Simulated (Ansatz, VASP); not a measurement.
**One calculation of Zr, two programs**

```
Zr
1.0
     3.28499    0.00000    0.00000
    -1.64250    2.84489    0.00000
     0.00000    0.00000    5.23139
Zr
2
Direct
  0.33333 0.66667 0.25000
  0.66667 0.33333 0.75000
```

Change from the starting cell: volume scaled by 1.05, crystal datasets.

Alike in both runs: task electric field gradients; functional PBE; k mesh 13 × 13 × 7; occupations fermi-dirac, width 0.08 eV; no spin polarisation.

|  | VASP | Ansatz |
| --- | --- | --- |
| version | VASP 6.6.1 | Ansatz 0.2.0 |
| potentials or method | VASP PAW PBE potentials, release 64 (Zr_sv), cutoff 520 eV | all-electron PAW with datasets made for the crystal, scalar-relativistic |

Ansatz gave:

```
pressure (GPa)                                                 : -3.8
largest component of the traceless stress (GPa)                : 0.22
Vzz of the field gradient on the site that differs most (V/Å²) : 37.9
```

Question: Estimate VASP's values.

Answer: Pressure (GPa): -3.8; largest component of the traceless stress (GPa): 0.22; Vzz of the field gradient on the site that differs most (V/Å²): 37.2.

Ansatz ran all-electron here, so the differences hold the error of VASP's frozen core and of both bases. Ansatz warned: «gradients_without_spin_orbit».
